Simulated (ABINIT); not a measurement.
Runs of ABINIT 10.8.3 (patched build) on PbSe (Clausthalite). It takes space group Fm-3m (No. 225, cubic). Conventional cell: a = 6.121 Å, b = 6.121 Å, c = 6.121 Å, α = 90.00°, β = 90.00°, γ = 90.00°. Pb (site symmetry m-3m) has 6 Se at 3.06 Å as nearest neighbours. Around Se (site symmetry m-3m) lie 6 Pb at 3.06 Å. 

```tsv
task	level	potentials or basis	spin	k mesh	cutoff (eV)	fine-grid cutoff	gap on the mesh (eV)	pressure (GPa)
band structure	LDA	JTH PAW LDA v2.0 sp	SOC, no magnetisation	8 × 8 × 8	408	816.342 eV	0.22	-2.4
band structure	OLYP	JTH PAW PBE v2.0	off	8 × 8 × 8	463	925.187 eV	(a)	-
band structure	PW91	JTH PAW PBE v2.0 sp	off	8 × 8 × 8	408	816.342 eV	0.31	2.3
single point	PBEsol	PseudoDojo NC SR PBEsol v0.4.1 standard	off	6 × 6 × 6	1061	-	(b)	-0.8
band structure	BP86	JTH PAW PBE v2.0	off	8 × 8 × 8	463	925.187 eV	(c)	-
single point	PBEsol	JTH PAW PBE v2.0	off	10 × 10 × 10	463	925.187 eV	0.20	-
single point	r2SCAN	JTH PAW PBE v2.0	off	10 × 10 × 10	544	1088.46 eV	0.57	-
```

Alike in all rows: cell as given; smearing fermi-dirac 0.05 eV.

Q: Estimate the missing entries.

A: (a) 0.58; (b) 0.21; (c) 0.32.

Caveats: spin-orbit coupling is left out, which as a rule narrows the gap of such compounds by several tenths of an eV (some runs); the PAW data sets were made with another functional, which shifts forces and pressure a little (some runs); this set keeps more shells in the core, which shifts pressures and gaps (some runs).

A k mesh can miss the band edges, and rows without SOC leave out spin-orbit coupling on Pb, Se.

The runs don't all hold the same shells in valence.

Runs at the PBE level aren't shown here.
